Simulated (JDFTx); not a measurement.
# Mo in JDFTx: convergence with cutoff

Mo:

```
Mo
1.0
     2.82448   -0.01805   -0.04836
    -1.42787    2.31755    0.01455
    -0.04517   -0.01038    2.53733
Mo
1
Direct
  0.00000 0.00000 0.50000
```

This isn't the form of Mo at room conditions, which is bcc.

* Program: JDFTx 1.7.0 (patched build)
* Task: convergence study
* Functional: RPBE
* Potentials or basis: SPMS-PBE-1.0 with smoothed tails
* Cutoff: 435 eV
* Density cutoff: 1742 eV
* k mesh: 9 × 9 × 8
* Occupations: fermi-dirac, width 0.05 eV
* Spin: no spin polarisation

These are the settings of the first run; the series varies cutoff, with any setting tied to it.

Hardware: 1 thread of Arm Neoverse V2 (shared host).

Task: The values tried are 435.382 eV, 544.228 eV, 653.073 eV, 761.919 eV, 870.764 eV, 979.61 eV, 1088.45 eV, 1251.72 eV, 1469.41 eV, loosest first. From which on does the energy stay within 1 meV/atom of the tightest run that finished?

Result: From 761.919 eV on.

```csv
cutoff,"energy less the tightest run, at zero smearing (meV/atom)",pressure (GPa),SCF cycles,CPU time (s),peak memory (GiB)
435.382 eV,170.44,-3.47,9,26,0.08
544.228 eV,10.30,6.54,10,49,0.11
653.073 eV,1.12,7.48,10,66,0.13
761.919 eV,0.26,7.48,11,99,0.16
870.764 eV,0.24,7.49,11,110,0.18
979.61 eV,0.24,7.48,11,110,0.21
1088.45 eV,0.09,7.49,12,120,0.25
1251.72 eV,0.12,7.50,12,190,0.3
1469.41 eV,0.00,7.49,12,210,0.37
```

Against the tightest run, the pressure stays within 0.1 GPa from 653.073 eV on. The tightest run that finished is the yardstick and may itself not be fully converged.

Caveat, for the tightest run too: the potentials were made for another functional, which shifts forces and pressure.
